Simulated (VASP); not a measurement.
# NbC (Niobocarbide) (Fm-3m) in VASP: a series of runs

The runs below take NbC (Niobocarbide) through relaxation of cell and atoms, with LDA.

All numbers are computed with VASP 6.6.1; they aren't measurements. Logs are shortened: lines on timing, memory, paths and dates and some standing lists are left out, and cuts for length are marked.

## 1. The structure

Symmetry: Fm-3m, No. 225, cubic system. The conventional cell has a = 4.469 Å, b = 4.469 Å, c = 4.469 Å, α = 90.00°, β = 90.00°, γ = 90.00°. Nb (site symmetry m-3m) is surrounded by 6 C at 2.23 Å. C (site symmetry m-3m) has 6 Nb at 2.23 Å as nearest neighbours.

## 2. Relaxation of cell and atoms, LDA

INCAR reads:

```
SYSTEM = NbC
PREC = Accurate
ENCUT = 600
EDIFF = 1E-6
ISMEAR = 1
SIGMA = 0.1
LREAL = .False.
LASPH = .True.
NELM = 80
ALGO = Normal
ISIF = 3
LWAVE = .False.
LCHARG = .False.
IBRION = 2
NSW = 90
EDIFFG = -0.01
```

KPOINTS reads:

```
Automatic mesh
0
Gamma
  14 14 14
  0 0 0
```

POSCAR reads:

```
NbC
1.0
    0.0000000000      2.2345500000      2.2345500000
    2.2345500000      0.0000000000      2.2345500000
    2.2345500000      2.2345500000      0.0000000000
Nb C
1 1
Direct
    0.0000000000      0.0000000000      0.0000000000
    0.5000000000      0.5000000000      0.5000000000
```

Potentials or basis: VASP PAW LDA potentials, release 64 (Nb_sv, C).

Launch:

```bash
> cat potpaw_LDA.64/Nb_sv/POTCAR potpaw_LDA.64/C/POTCAR > POTCAR
> mpirun -np 1 vasp_std > vasp.out
```

OUTCAR:

```text
SYSTEM = NbC
   PREC = Accurate
   ENCUT = 600
   EDIFF = 1E-6
   ISMEAR = 1
   LREAL = .False.
   LASPH = .True.
   NELM = 80
   ISIF = 3
   IBRION = 2
   NSW = 90
   EDIFFG = -0.01

 ion  position               nearest neighbor table
   1  0.000  0.000  0.000-   2 2.23   2 2.23   2 2.23   2 2.23   2 2.23   2 2.23
   2  0.500  0.500  0.500-   1 2.23   1 2.23   1 2.23   1 2.23   1 2.23   1 2.23

  LATTYP: Found a face centered cubic cell.
 ALAT       =     4.4691000000

  Lattice vectors:

 A1 = (   0.0000000000,   2.2345500000,   2.2345500000)
 A2 = (   2.2345500000,   0.0000000000,   2.2345500000)
 A3 = (   2.2345500000,   2.2345500000,   0.0000000000)

Analysis of symmetry for initial positions (statically):
=====================================================================
 Subroutine PRICEL returns:
 Original cell was already a primitive cell.

 Routine SETGRP: Setting up the symmetry group for a
 face centered cubic supercell.

 Subroutine GETGRP returns: Found 48 space group operations
 (whereof 48 operations were pure point group operations)
 out of a pool of 48 trial point group operations.

The static configuration has the point symmetry O_h .

Analysis of symmetry for dynamics (positions and initial velocities):
=====================================================================
 Subroutine PRICEL returns:
 Original cell was already a primitive cell.

 Routine SETGRP: Setting up the symmetry group for a
 face centered cubic supercell.

 Subroutine GETGRP returns: Found 48 space group operations
 (whereof 48 operations were pure point group operations)
 out of a pool of 48 trial point group operations.

The dynamic configuration has the point symmetry O_h .

 Subroutine INISYM returns: Found 48 space group operations
 (whereof 48 operations are pure point group operations),
 and found     1 'primitive' translations

----------------------------------------------------------------------------------------

                                     Primitive cell

  volume of cell :      22.3152

  direct lattice vectors                    reciprocal lattice vectors
     0.000000000  2.234550000  2.234550000    -0.223758699  0.223758699  0.223758699
     2.234550000  0.000000000  2.234550000     0.223758699 -0.223758699  0.223758699
     2.234550000  2.234550000  0.000000000     0.223758699  0.223758699 -0.223758699

  length of vectors
     3.160130916  3.160130916  3.160130916     0.387561435  0.387561435  0.387561435

[... 104 lines left out ...]
   LORBIT       =      0    0 simple, 1 ext, 2 COOP (PROOUT), +10 PAW based schemes
   GGA     = CA    functional components
   LHFCALC =     F    Hartree Fock is set to
   AEXX    =    0.0000 exact exchange contribution
   IVDW    =     0    specifies the selected vdW correction
   LEPSILON=     F    determine dielectric tensor
   LRPA    =     F    only Hartree local field effects (RPA)
 conjugate gradient relaxation of ions
 non-spin polarized calculation
 Methfessel and Paxton  Order N= 1 SIGMA  =   0.10
  energy-cutoff  :      600.00
  volume of cell :       22.32
 maximum number of plane-waves:       758
 NGX is ok and might be reduce to    28
   NGX = 13   NGY = 13   NGZ = 13

--------------------------------------- Ionic step        1  -------------------------------------------

 number of electron      17.0000001 magnetization

 Free energy of the ion-electron system (eV)
  ---------------------------------------------------
  ext. energy  EPLUGINS =         0.00000000
  ---------------------------------------------------
  free energy    TOTEN  =       -22.62809976 eV

  energy without entropy =      -22.62723442  energy(sigma->0) =      -22.62781131

------------------------ aborting loop because EDIFF is reached ----------------------------------------

  FORCE on cell =-STRESS in cart. coord.  units (eV):
  Direction    XX          YY          ZZ          XY          YZ          ZX
  --------------------------------------------------------------------------------------
  -------------------------------------------------------------------------------------
  Total       -1.2584751     -1.2584751     -1.2584751      0.0000000     -0.0000000      0.0000000
  in kB      -90.3555796    -90.3555796    -90.3555796      0.0000000     -0.0000000      0.0000000
  external PRESSURE =     -90.3555796 kB  Pullay stress =       0.0000000 kB
[... 95 lines left out ...]
--------------------------------------- Ionic step        4  -------------------------------------------

 number of electron      17.0000001 magnetization

 Free energy of the ion-electron system (eV)
  ---------------------------------------------------
  ext. energy  EPLUGINS =         0.00000000
  ---------------------------------------------------
  free energy    TOTEN  =       -22.64614196 eV

  energy without entropy =      -22.64523793  energy(sigma->0) =      -22.64584062

 E-fermi :  12.9328     XC(G=0): -13.4419

 val. band max:       12.8256069380   @ k =   0.1429   0.0714   0.0000
 cond. band min:      12.9340236499   @ k =  -0.2143   0.2143   0.0714
 fundamental gap:      0.1084167119
 Fermi energy:        12.9327834478

 k-point     1 :       0.0000    0.0000    0.0000
  band No.  band energies     occupation
      1     -42.5083      2.00000
      2     -18.3606      2.00000
      3     -18.3606      2.00000
      4     -18.3606      2.00000
      5      -0.5840      2.00000
      6      11.4741      2.00000
      7      11.4741      2.00000
      8      11.4741      2.00000
      9      12.6162      2.00007
     10      12.6162      2.00007
     11      12.6162      2.00007
     12      13.2337     -0.00018
[... 331 lines left out ...]
 k-point    24 :       0.2857    0.1429    0.0000
  band No.  band energies     occupation
      1     -42.4340      2.00000
      2     -18.8355      2.00000
      3     -18.4778      2.00000
      4     -18.4618      2.00000
      5       0.9875      2.00000
      6       7.5249      2.00000
      7       9.1089      2.00000
      8       9.7410      2.00000
      9      11.6858      2.00000
     10      14.0442     -0.00000
     11      15.1023      0.00000
     12      16.6477      0.00000

 [... further k-points ...]

------------------------ aborting loop because EDIFF is reached ----------------------------------------

  FORCE on cell =-STRESS in cart. coord.  units (eV):
  Direction    XX          YY          ZZ          XY          YZ          ZX
  --------------------------------------------------------------------------------------
  -------------------------------------------------------------------------------------
  Total       -0.0089322     -0.0089322     -0.0089322     -0.0000000     -0.0000000      0.0000000
  in kB       -0.6599377     -0.6599377     -0.6599377     -0.0000000     -0.0000000      0.0000000
  external PRESSURE =      -0.6599377 kB  Pullay stress =       0.0000000 kB
[... 17 lines left out ...]
  FREE ENERGIE OF THE ION-ELECTRON SYSTEM (eV)
  ---------------------------------------------------
  free  energy   TOTEN  =       -22.6461419606 eV

  energy  without entropy=      -22.6452379267  energy(sigma->0) =      -22.64584062

 reached required accuracy - stopping structural energy minimisation
```

OSZICAR:

```text
N       E                     dE             d eps       ncg     rms          rms(c)
DAV:   1     0.176781999297E+03    0.17678E+03   -0.98359E+03  2496   0.158E+03
DAV:   2    -0.136898570374E+02   -0.19047E+03   -0.18201E+03  2872   0.562E+02
[... 34 lines left out ...]
   3 F= -.22646134E+02 E0= -.22645833E+02  d E =-.180342E-01
       N       E                     dE             d eps       ncg     rms          rms(c)
DAV:   1    -0.226461899577E+02   -0.56499E-04   -0.18502E-03  2688   0.763E-01    0.580E-02
DAV:   2    -0.226461491874E+02    0.40770E-04   -0.16063E-04  3272   0.210E-01    0.197E-02
DAV:   3    -0.226461411594E+02    0.80281E-05   -0.32293E-05  4612   0.651E-02    0.782E-03
DAV:   4    -0.226461419606E+02   -0.80125E-06   -0.27855E-06  2924   0.155E-02
   4 F= -.22646142E+02 E0= -.22645841E+02  d E =-.180422E-01
```

CONTCAR:

```text
NbC
   1.00000000000000
     0.0000000000000000    2.2133245501702383    2.2133245501702383
     2.2133245501702383   -0.0000000000000000    2.2133245501702383
     2.2133245501702383    2.2133245501702383   -0.0000000000000000
  Nb              C
     1     1
Direct
     0.0000000000000000    0.0000000000000000    1.0000000000000000
     0.5000000000000000    0.5000000000000000    0.5000000000000000

  0.00000000E+00  0.00000000E+00  0.00000000E+00
  0.00000000E+00  0.00000000E+00  0.00000000E+00
```

Run time: 81 s. Hardware: 1 thread of Intel Xeon Platinum 8488C (Sapphire Rapids), shared host; peak memory 0.18 GiB.

What came out:

| Property | Result |
| --- | --- |
| Free energy | -22.6461 eV |
| Relaxed volume | 10.84 Å³/atom |
| Relaxed cell | a = 3.130 Å, b = 3.130 Å, c = 3.130 Å, α = 60.00°, β = 60.00°, γ = 60.00° |
| Space group after relaxing (to 0.05 Å) | Fm-3m (No. 225) |
| Energy gained by relaxing | 9.0 meV/atom |
| Ionic steps | 4 |
| Pressure after relaxing | -0.1 GPa |
| Band gap on the k mesh | none (metal or under the smearing width) |

The path:
| step | energy change (eV) | largest force (eV/Å) | pressure (GPa) | volume (Å³) |
| --- | --- | --- | --- | --- |
| 1 | 0.0000 | 0.0000 | -9.04 | 22.32 |
| 2 | 0.0782 | 0.0000 | 24.29 | 20.34 |
| 3 | -0.0180 | 0.0000 | -0.24 | 21.70 |
| 4 | -0.0180 | 0.0000 | -0.07 | 21.69 |

Final structure:
```
Nb C
1.0
     0.00000    2.21332    2.21332
     2.21332    0.00000    2.21332
     2.21332    2.21332    0.00000
Nb C
1 1
Direct
  0.00000 0.00000 0.00000
  0.50000 0.50000 0.50000
```

Levels at points of the mesh, in eV from the Fermi level:
| k point | band 7 | band 8 | band 9 | band 10 | band 11 | band 12 |
| --- | --- | --- | --- | --- | --- | --- |
| (0.00, 0.00, 0.00) | -1.46 | -1.46 | -0.32 | -0.32 | -0.32 | 0.30 |
| (0.50, 0.00, 0.00) | -5.35 | -5.35 | 2.16 | 2.16 | 3.63 | 5.83 |
| (0.50, 0.50, 0.00) | -3.88 | -1.37 | -1.37 | 2.02 | 3.31 | 3.31 |

LDA usually gives volumes a few per cent too small. Zero-point motion and thermal expansion aren't in these numbers.

## 3. Relaxation of cell and atoms, LDA

This run uses another cell than the first one, of 10.84 Å³/atom, 0.972 times its volume.

INCAR, as its differences from that of step 2:

```diff
@@ -3,3 +3,3 @@
 ENCUT = 600
-EDIFF = 1E-6
+EDIFF = 1E-7
 ISMEAR = 1
@@ -15,2 +15,2 @@
 NSW = 90
-EDIFFG = -0.01
+EDIFFG = -0.005
```

KPOINTS is that of step 2.

POSCAR reads:

```
NbC                                     
1.0
    0.0000000000      2.2133245502      2.2133245502
    2.2133245502     -0.0000000000      2.2133245502
    2.2133245502      2.2133245502     -0.0000000000
  Nb              C             
     1     1
Direct
     0.0000000000000000    0.0000000000000000    1.0000000000000000
     0.5000000000000000    0.5000000000000000    0.5000000000000000
```

Potentials or basis: VASP PAW LDA potentials, release 64 (Nb_sv, C).

Launch:

```bash
> cat potpaw_LDA.64/Nb_sv/POTCAR potpaw_LDA.64/C/POTCAR > POTCAR
> mpirun -np 1 vasp_std > vasp.out
```

Wall time 31 s (1 thread of Intel Xeon Platinum 8488C (Sapphire Rapids), shared host); peak memory 0.17 GiB.

Results (log left out):

| Item | Value |
| --- | --- |
| Free energy | -22.6453 eV |
| Pressure after relaxing | 0.0 GPa |
| Band gap on the k mesh | none (metal or under the smearing width) |

Final structure:
```
Nb C
1.0
     0.00000    2.21332    2.21332
     2.21332    0.00000    2.21332
     2.21332    2.21332    0.00000
Nb C
1 1
Direct
  0.00000 0.00000 0.00000
  0.50000 0.50000 0.50000
```

Levels at points of the mesh, in eV from the Fermi level:
| k point | band 7 | band 8 | band 9 | band 10 | band 11 | band 12 |
| --- | --- | --- | --- | --- | --- | --- |
| (0.00, 0.00, 0.00) | -1.46 | -1.46 | -0.32 | -0.32 | -0.32 | 0.30 |
| (0.50, 0.00, 0.00) | -5.35 | -5.35 | 2.16 | 2.16 | 3.63 | 5.83 |
| (0.50, 0.50, 0.00) | -3.88 | -1.37 | -1.37 | 2.02 | 3.31 | 3.31 |

Caveat: the relaxation stopped at its first step, so nothing moved.
